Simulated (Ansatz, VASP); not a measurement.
# Al2Cu: VASP beside Ansatz

INCAR

```
PREC     = Accurate       # precision mode
ENCUT    = 520            # plane-wave cutoff, eV
EDIFF    = 1E-6           # SCF threshold, eV
ISMEAR   = 0              # smearing method
SIGMA    = 0.1            # smearing width, eV
LREAL    = F              # projectors in reciprocal space
LASPH    = T              # aspherical terms in the spheres
NELM     = 100            # most SCF steps
ALGO     = Fast           # electronic algorithm
ISIF     = 2              # what is computed and relaxed
LWAVE    = F              # write WAVECAR
LCHARG   = F              # write CHGCAR
GGA      = PE             # functional
NBANDS   = 26             # bands
```

The input KPOINTS:

```
regular mesh
0
Gamma
  6 6 4
```

File POSCAR:

```
Al2Cu
1.0
    4.7831794300      0.0000000000      0.0000000000
   -2.3915897100      4.1423548900      0.0000000000
    0.0000000000      0.0000000000      4.4430657400
Al Cu
4 2
Direct
    0.0000000000      0.0000000000      0.0000000000
    0.0000000000      0.3333333300      0.5000000000
    0.6666666700      0.6666666700      0.5000000000
    0.3333333300      0.0000000000      0.5000000000
    0.6666666700      0.3333333300      0.0000000000
    0.3333333300      0.6666666700      0.0000000000
```

Input for Ansatz:

```yaml
crystal:
  lattice:
    - [4.78317943, 0.0, 0.0]
    - [-2.39158971, 4.14235489, 0.0]
    - [0.0, 0.0, 4.44306574]
  atoms:
    - { symbol: Al, position: [0.0, 0.0, 0.0] }
    - { symbol: Al, position: [0.0, 0.33333333, 0.5] }
    - { symbol: Al, position: [0.66666667, 0.66666667, 0.5] }
    - { symbol: Al, position: [0.33333333, 0.0, 0.5] }
    - { symbol: Cu, position: [0.66666667, 0.33333333, 0.0] }
    - { symbol: Cu, position: [0.33333333, 0.66666667, 0.0] }
basis:
  ecutwfc: 420
kpoints:
  mp_grid: { grid: [6, 6, 4] }
hamiltonian:
  xc: pbe
scf:
  occupations: { method: gaussian, width: 0.1 }
  lower_state_search: "off"
output:
  forces: true
  stress: true
  eigenvalues: true
```

Alike in both runs: task single point; functional PBE; k mesh 6 × 6 × 4; occupations gaussian, width 0.1 eV; no spin polarisation.

```csv
,VASP,Ansatz
version,VASP 6.6.1,Ansatz 0.2.0
potentials or method,"VASP PAW PBE potentials, release 64 (Al, Cu)","scalar-relativistic, plane waves, PAW"
plane-wave cutoff (eV),520,420
valence electrons in the cell,34,50
```

|  | VASP | Ansatz | Ansatz less VASP |
| --- | --- | --- | --- |
| gap on the k mesh at the Fermi level (eV) | none | none | - |
| pressure (GPa) | 1.1 | 0.6 | -0.47 |
| largest component of the traceless stress (GPa) | 1.84 | 1.90 | +0.060 |
| rms of the force components (eV/Å) | 0.188 | 0.192 | +0.0036 |

Atom by atom the forces differ by 0.004 eV/Å (rms over components). A gap of «none» marks a metal or a gap that the smearing closes. The two sets of potentials don't hold the same shells in valence.
